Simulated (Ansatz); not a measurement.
# SiO2: the cost of one run

Method: DFT PBE+D3(BJ), scalar-relativistic, plane waves, PAW, in Ansatz 0.2.0.

## Step 1: Starting point

The structure is hexagonal, space group P6_3mc (No. 186). Conventional cell: a = 2.612 Å, b = 2.612 Å, c = 8.764 Å, α = 90.00°, β = 90.00°, γ = 120.00°. Si (site symmetry 3m) has 6 O at 1.75 Å as nearest neighbours. Around O (site symmetry 3m) lie 3 Si at 1.75 Å.

Structure file:

```
Si O
1.0
     2.61239    0.00000    0.00000
    -1.30619    2.26239    0.00000
     0.00000    0.00000    8.76396
Si O
2 4
Direct
  0.33333 0.66667 0.10109
  0.66667 0.33333 0.60109
  0.00000 0.00000 0.20219
  0.66667 0.33333 0.00000
  0.00000 0.00000 0.70219
  0.33333 0.66667 0.50000
```

A structure generator made this guess: sheets of the NiO2 type stacked in turn (P6_3mc, No. 186). Lengths come from tabulated atomic sizes and are only a guess.

## Step 2: Probe: one point on a coarse mesh

File input.yaml:

```yaml
crystal:
  lattice:
    - [2.61238745, 0.0, 0.0]
    - [-1.30619372, 2.26239389, 0.0]
    - [0.0, 0.0, 8.76396406]
  atoms:
    - { symbol: Si, position: [0.33333333, 0.66666667, 0.10109478] }
    - { symbol: Si, position: [0.66666667, 0.33333333, 0.60109478] }
    - { symbol: O, position: [0.0, 0.0, 0.20218956] }
    - { symbol: O, position: [0.66666667, 0.33333333, 0.0] }
    - { symbol: O, position: [0.0, 0.0, 0.70218956] }
    - { symbol: O, position: [0.33333333, 0.66666667, 0.5] }
basis:
  ecutwfc: 420
kpoints:
  mp_grid: { grid: [6, 6, 2] }
hamiltonian:
  xc: pbe
  dispersion: d3bj
scf:
  occupations: { method: gaussian, width: 0.1 }
  lower_state_search: "off"
output:
  forces: true
  stress: true
  eigenvalues: true
```

Run with:

```bash
$ ansatz run input.yaml --threads 1 --pin off --max-ram 2560MiB --backend cpu --events-out ev --progress --plain --runs-dir out
```

What time and memory should one allow on 1 thread of Intel Xeon Platinum 8488C (Sapphire Rapids), shared host?

About 1.1 s, with a peak of 0.35 GiB.
